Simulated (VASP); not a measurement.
# BaTiO3: from the relaxed cell to its vibrations, part 2 of 2

What lattice, stiffness and vibrations does BaTiO3 have at one level of theory? The starting structure is a measured crystal structure from the Crystallography Open Database. All runs use PBEsol.

VASP 6.6.1.

So far. Step 3 (Elastic constants): The elastic tensor has C11 = 317.1, C12 = 111.7, C44 = 127.8 GPa; its Hill averages are a bulk modulus of 180.2 and a shear modulus of 117.1 GPa. Step 4 (Modes of the relaxed cell): The zone-centre modes at 12.647 Å³ an atom are T1u (3) 465.1, T2u 288.7, T1u (2) 178.4, T1u (1) -198.7 cm⁻¹.

### 5. Modes at 0.97 of that volume

Level of this step: PBEsol; plane waves and PAW (Ba_sv, Ti_sv, O) (VASP).

Shape and positions were first relaxed at this volume, in a run that isn't shown.

INCAR reads:

```
SYSTEM = BaTiO3
PREC = Accurate
ENCUT = 560
EDIFF = 1E-08
NELM = 100
ISMEAR = 0
SIGMA = 0.03
LREAL = .FALSE.
ALGO = Normal
GGA = PS
NBANDS = 26
LASPH = .TRUE.
LORBIT = 11
LWAVE = .FALSE.
LCHARG = .FALSE.
KPAR = 8
IBRION = 8
LEPSILON = .TRUE.
LPEAD = .TRUE.
ISIF = 2
```

POSCAR reads:

```
BaTiO3
1.0
    3.9437181964      0.0000000000      0.0000000000
    0.0000000000      3.9437181964      0.0000000000
    0.0000000000      0.0000000000      3.9437181964
Ba Ti O
1 1 3
Direct
    0.5000000000      0.5000000000      0.5000000000
    0.0000000000      0.0000000000      0.0000000000
    0.0000000000      0.0000000000      0.5000000000
    0.0000000000      0.5000000000      0.0000000000
    0.5000000000      0.0000000000      0.0000000000
```

KPOINTS reads:

```
Automatic mesh
0
Gamma
8 8 8
0 0 0
```

Potentials, in the order of the species: Ba_sv, Ti_sv and O (PBE family, release 64).

On the command line:

```
$ mpirun -np 8 vasp_std
```

Output:

```text
[... set-up lines as in an earlier step ...]
 entering main loop
       N       E                     dE             d eps       ncg     rms          rms(c)
DAV:   1     0.455522217967E+03    0.45552E+03   -0.21658E+04  1820   0.173E+03
DAV:   2    -0.404495957673E+01   -0.45957E+03   -0.44448E+03  2084   0.461E+02
DAV:   3    -0.498291933524E+02   -0.45784E+02   -0.45417E+02  2188   0.146E+02
DAV:   4    -0.520720699537E+02   -0.22429E+01   -0.22400E+01  2778   0.293E+01
[...]
DAV:  18    -0.419474334172E+02    0.90407E-07   -0.25821E-07  2050   0.545E-03    0.191E-03
DAV:  19    -0.419474334016E+02    0.15649E-07   -0.42895E-08  2286   0.149E-03    0.592E-04
DAV:  20    -0.419474333943E+02    0.72732E-08   -0.27555E-09  1154   0.532E-04
   1 F= -.41947433E+02 E0= -.41947433E+02  d E =-.124853E-45
 Linear response reoptimize wavefunctions to high precision
DAV:   1    -0.419474333878E+02    0.65415E-08   -0.59460E-09  1850   0.692E-04
DAV:   2    -0.419474333879E+02   -0.10232E-09   -0.85825E-10  1082   0.215E-04
[...]
RMM:  21    -0.368405429268E+00   -0.75813E-07   -0.10832E-06 13780   0.682E-04    0.126E-04
 first order change of Fermi-energy   0.99894E-04
 force on displaced ion       3 direction 1 :  -5.672   0.000   0.000
 Born effective charge ion    3 direction 1 :  -2.160   0.000   0.000
 Linear response progress:
  Degree of freedom:   4/  4
       N       E                     dE             d eps       ncg     rms          rms(c)
RMM:   1    -0.379919919981E+00   -0.37992E+00    0.23270E-01  8117   0.314E+00
RMM:   2    -0.369867166028E+00    0.10053E-01   -0.15459E-02  6943   0.735E-01    0.166E-01
RMM:   3    -0.372047894889E+00   -0.21807E-02   -0.68664E-03  7254   0.308E-01    0.897E-02
RMM:   4    -0.374006552265E+00   -0.19587E-02   -0.22880E-03  7387   0.203E-01    0.284E-02
[...]
RMM:  22    -0.374310045591E+00   -0.16453E-08   -0.13718E-07  7965   0.300E-04    0.151E-06
RMM:  23    -0.374310043616E+00    0.19755E-08   -0.10444E-07  7677   0.299E-04    0.284E-07
RMM:  24    -0.374310043467E+00    0.14867E-09    0.70385E-08  7081   0.299E-04    0.188E-07
 first order change of Fermi-energy  -0.69394E-03
 force on displaced ion       3 direction 3 :  -0.000   0.000  -7.549
 Born effective charge ion    3 direction 3 :   0.000   0.000  -5.827
 Born effective charges drift removed
 Linear response finished
```

Elapsed: 4.6 min, on 8 MPI ranks of Intel Xeon 6975P-C (Granite Rapids), shared host; peak memory 6.1 GiB.

Parts of OUTCAR (step 5):

```text
  Total        2.2326488      2.2326488      2.2326488      0.0000000      0.0000000      0.0000000
  in kB       58.3194432     58.3194432     58.3194432      0.0000000      0.0000000      0.0000000
  external PRESSURE =      58.3194432 kB  Pullay stress =       0.0000000 kB

 POSITION                                       TOTAL-FORCE (eV/Angst)
 -----------------------------------------------------------------------------------
      1.97186      1.97186      1.97186         0.000000      0.000000      0.000000
      0.00000      0.00000      0.00000         0.000000      0.000000      0.000000
      0.00000      0.00000      1.97186         0.000000      0.000000      0.000000
      0.00000      1.97186      0.00000         0.000000      0.000000      0.000000
      1.97186      0.00000      0.00000         0.000000      0.000000      0.000000
 -----------------------------------------------------------------------------------
    total drift:                                0.000000     -0.000000      0.000000

 MACROSCOPIC STATIC DIELECTRIC TENSOR (including local field effects in DFT)
 ------------------------------------------------------
           6.737392     0.000000     0.000000
           0.000000     6.737392     0.000000
          -0.000000    -0.000000     6.737392
 ------------------------------------------------------

 MACROSCOPIC STATIC DIELECTRIC TENSOR IONIC CONTRIBUTION
 ------------------------------------------------------
           0.453951     0.000000    -0.000000
           0.000000     0.453951     0.000000
          -0.000000     0.000000     0.453951
 ------------------------------------------------------

[... 1 part as in an earlier step ...]

[... 1 further part left out ...]
```

The zone-centre modes at 12.267 Å³ an atom are T1u (3) 485.6, T2u 292.9, T1u (2) 190.7, T1u (1) -125.4 cm⁻¹.

### 6. Modes at 1.03 of that volume

Shape and positions were first relaxed at this volume, in a run that isn't shown.

INCAR is that of step 5.

POSCAR, as its differences from that of step 5:

```diff
@@ -2,5 +2,5 @@
 1.0
-    3.9437181964      0.0000000000      0.0000000000
-    0.0000000000      3.9437181964      0.0000000000
-    0.0000000000      0.0000000000      3.9437181964
+    4.0234107421      0.0000000000      0.0000000000
+    0.0000000000      4.0234107421      0.0000000000
+    0.0000000000      0.0000000000      4.0234107421
 Ba Ti O
```

KPOINTS is that of step 5.

On the command line:

```
$ mpirun -np 8 vasp_std
```

Output:

```text
[... set-up lines as in an earlier step ...]
 entering main loop
       N       E                     dE             d eps       ncg     rms          rms(c)
DAV:   1     0.450632987262E+03    0.45063E+03   -0.21540E+04  1820   0.173E+03
DAV:   2    -0.709337777340E+01   -0.45773E+03   -0.44223E+03  2242   0.455E+02
DAV:   3    -0.502708970502E+02   -0.43178E+02   -0.42933E+02  2162   0.142E+02
DAV:   4    -0.523325860579E+02   -0.20617E+01   -0.20593E+01  2874   0.282E+01
[...]
DAV:  17    -0.419561361924E+02   -0.25261E-07   -0.22127E-07  2108   0.374E-03    0.170E-03
DAV:  18    -0.419561361588E+02    0.33633E-07   -0.48921E-08  2128   0.223E-03    0.528E-04
DAV:  19    -0.419561361565E+02    0.22719E-08   -0.11065E-08  1634   0.101E-03
   1 F= -.41956136E+02 E0= -.41956136E+02  d E =-.327134E-48
 Linear response reoptimize wavefunctions to high precision
DAV:   1    -0.419561361570E+02   -0.48567E-09   -0.23800E-09  1316   0.321E-04
DAV:   2    -0.419561361570E+02   -0.42746E-10   -0.28672E-10  1138   0.110E-04
 Linear response to external field (no local field effect), progress :
[...]
RMM:  18    -0.368225741437E+00   -0.18283E-07   -0.41232E-06 15320   0.121E-03    0.117E-04
 first order change of Fermi-energy  -0.28308E-01
 force on displaced ion       3 direction 1 :  -5.314   0.000   0.000
 Born effective charge ion    3 direction 1 :  -2.130   0.000   0.000
 Linear response progress:
  Degree of freedom:   4/  4
       N       E                     dE             d eps       ncg     rms          rms(c)
RMM:   1    -0.376727418146E+00   -0.37673E+00    0.25240E-01  8070   0.302E+00
RMM:   2    -0.369169592619E+00    0.75578E-02   -0.14204E-02  6963   0.687E-01    0.157E-01
RMM:   3    -0.371171622226E+00   -0.20020E-02   -0.60351E-03  7274   0.286E-01    0.859E-02
RMM:   4    -0.373003228231E+00   -0.18316E-02   -0.21210E-03  7426   0.193E-01    0.274E-02
[...]
RMM:  76    -0.373261226757E+00    0.45186E-09   -0.16338E-06  6969   0.822E-04    0.232E-06
RMM:  77    -0.373261226613E+00    0.14371E-09   -0.14677E-06  6990   0.822E-04    0.196E-06
RMM:  78    -0.373261226684E+00   -0.70443E-10   -0.18326E-06  6985   0.822E-04    0.225E-06
 first order change of Fermi-energy  -0.15548E-01
 force on displaced ion       3 direction 3 :  -0.000  -0.000  -3.693
 Born effective charge ion    3 direction 3 :   0.000   0.000  -5.900
 Born effective charges drift removed
 Linear response finished
```

The job ended after 5.1 min (8 MPI ranks; peak memory 6.6 GiB; 41 min of CPU time).

OUTCAR, selected parts (step 6):

```text
  Total       -2.0077745     -2.0077745     -2.0077745      0.0000000     -0.0000000      0.0000000
  in kB      -49.3903850    -49.3903850    -49.3903850      0.0000000     -0.0000000      0.0000000
  external PRESSURE =     -49.3903850 kB  Pullay stress =       0.0000000 kB

 POSITION                                       TOTAL-FORCE (eV/Angst)
 -----------------------------------------------------------------------------------
      2.01171      2.01171      2.01171         0.000000      0.000000      0.000000
      0.00000      0.00000      0.00000         0.000000      0.000000      0.000000
      0.00000      0.00000      2.01171         0.000000      0.000000      0.000000
      0.00000      2.01171      0.00000         0.000000      0.000000      0.000000
      2.01171      0.00000      0.00000         0.000000      0.000000      0.000000
 -----------------------------------------------------------------------------------
    total drift:                                0.000000      0.000000     -0.000000

 MACROSCOPIC STATIC DIELECTRIC TENSOR (including local field effects in DFT)
 ------------------------------------------------------
           6.843721     0.000000    -0.000000
           0.000000     6.843721    -0.000000
           0.000000     0.000000     6.843721
 ------------------------------------------------------

 MACROSCOPIC STATIC DIELECTRIC TENSOR IONIC CONTRIBUTION
 ------------------------------------------------------
           1.160517     0.000000     0.000000
           0.000000     1.160517    -0.000000
           0.000000    -0.000000     1.160517
 ------------------------------------------------------

[... 1 part as in an earlier step ...]

[... 1 further part left out ...]
```

The zone-centre modes at 13.026 Å³ an atom are T1u (3) 448.9, T2u 283.7, T1u (2) 166.3, T1u (1) -252.0 cm⁻¹.

### 7. Comparison

| run | volume (Å³/atom) | T1u (3) | T2u | T1u (2) | T1u (1) | core minutes |
| --- | --- | --- | --- | --- | --- | --- |
| relaxation | 12.647 | - | - | - | - | 0.8 |
| elastic constants | 12.647 | - | - | - | - | 38.7 |
| modes of the relaxed cell | 12.647 | 465.1 | 288.7 | 178.4 | -198.7 | 52.1 |
| modes at 0.97 of that volume | 12.267 | 485.6 | 292.9 | 190.7 | -125.4 | 36.8 |
| modes at 1.03 of that volume | 13.026 | 448.9 | 283.7 | 166.3 | -252.0 | 40.9 |

Modes are in cm⁻¹, degenerate ones as one, matched by symmetry and order. A number in brackets counts the listed modes of one symmetry from the lowest. The symmetry labels come from an automatic analysis and can be wrong where levels nearly coincide. Core minutes are wall time times ranks of the run shown, on a shared host.

### 8. Summary of results

- relaxed volume: 12.65 Å³/atom
- bulk modulus from two volumes: 176 GPa
- Hill shear modulus: 117 GPa
- mode T1u (3): 465.1 cm⁻¹
- mode T2u: 288.7 cm⁻¹
- mode T1u (2): 178.4 cm⁻¹
- mode T1u (1): -198.7 cm⁻¹
- Grüneisen parameter of T1u (3): 1.31
- Grüneisen parameter of T2u: 0.54
- Grüneisen parameter of T1u (2): 2.28

In words: At the PBEsol level BaTiO3 relaxes to 12.65 Å³ an atom. The bulk modulus is 176.2 GPa from the pressures at two volumes and 180.2 GPa as the Hill average of the elastic tensor, so the two routes agree. The mode Grüneisen parameters, from the cells at 0.97 and 1.03 of the volume, run from 0.54 (T2u) to 2.28 (T1u (2)). Levels that come within 1 cm⁻¹ of another or under 2 cm⁻¹, or whose frequency doesn't run one way with the volume, are left out of this. Soft modes change by more than one parameter describes: T1u (1) goes from -125.4 to -252.0 cm⁻¹ between the two cells. Imaginary modes appear in the modes of the relaxed cell, modes at 0.97 of that volume and modes at 1.03 of that volume, given as negative numbers, so the symmetric structure may be unstable. The dielectric constants and Born charges in the logs aren't compared here; at a small gap they can be far off, and in a run without a gap they mean nothing. The frequencies are harmonic, and the splitting of polar modes by their long-range field is left out. All values are for a static lattice. Further runs on this material are not shown.

[Lines on the potential files, build, host, timing and source positions are cut from VASP's logs without a mark.]

[Logs are printed without paths, hosts, clocks, repeated set-up lines and the standing remarks that a program may print on its own settings, such as how far it seeks lower states.]

[Hosts, paths, dates, database ids (printed as entryN), source tags and the programs' standing remarks are cut or masked in the printed files.]
